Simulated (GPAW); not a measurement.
Ba:

```
Ba
1.0
     3.99965    0.00000    0.00000
     0.00000    3.99965    0.00000
     0.00000    0.00000    3.60554
Ba
1
Cartesian
  1.9998 1.9998 1.8028
```

This isn't the form of Ba at room conditions, which is bcc.

Base run:

```yaml
Program: GPAW 26.7.0
Functional: LDA
Potentials_or_basis: the program's PAW data sets (release 1.2.1) made for this functional
Cutoff: 600 eV
Basis: pw
k_mesh: 7 × 7 × 7
Occupations: gaussian, width 0.02 eV
Spin: no spin polarisation
```

Its results: band gap on the k mesh none (metal or under the smearing width); pressure -0.8 GPa.

Q: The run is repeated on the same cell with these changes: functional from LDA to RPBE. What comes out?

A: Band gap on the k mesh none (metal or under the smearing width); pressure 1.4 GPa.

RPBE binds less tightly than LDA, so the same cell stands under more pressure.
